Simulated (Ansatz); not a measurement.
The system is Bi.

```
CELL_PARAMETERS angstrom
3.23838 0.00000 0.00000
0.00000 3.22164 0.00000
-0.08045 0.00000 6.44389
ATOMIC_POSITIONS crystal
Bi 0.54425 0.00000 0.74958
Bi 0.45575 0.00000 0.25042
```

This isn't the form of Bi at room conditions, which is rhombohedral.

```yaml
Program: Ansatz 0.2.0
Task: single point
Functional: PBEsol
Potentials_or_basis: all-electron LAPW, scalar-relativistic
Cutoff: 188 eV (chosen from the basis error)
Basis_error_allowed: 0.001 eV/atom
k_mesh: 8 × 8 × 4
Occupations: fermi-dirac, width 0.05 eV
Spin: no spin polarisation
```

On this cell: pressure -0.4 GPa; largest force 0.013 eV/Å; band gap on the k mesh none (metal or under the smearing width).

The same run follows on a disturbed copy (atoms moved at random, drawn with an rms of 0.05 Å):

```
CELL_PARAMETERS angstrom
3.23838 0.00000 0.00000
0.00000 3.22164 0.00000
-0.08045 0.00000 6.44389
ATOMIC_POSITIONS crystal
Bi 0.55534 0.00070 0.75028
Bi 0.45838 0.01271 0.24141
```

Question: What does the disturbed cell give?

Answer: The energy (extrapolated to zero smearing) moves by +0.1 meV/atom; pressure -0.4 GPa; largest force 0.047 eV/Å; band gap on the k mesh none (metal or under the smearing width).

Forces in eV/Å, atoms in the order of the input:
```
Bi  -0.005  0.001 -0.047
Bi   0.005 -0.001  0.047
```

Stress tensor (GPa, compression positive):
```
-0.51  0.01  0.04
 0.01  0.16 -0.01
 0.04 -0.01 -0.83
```

Caveats: spin-orbit coupling is left out, which moves the levels of the heavy elements.
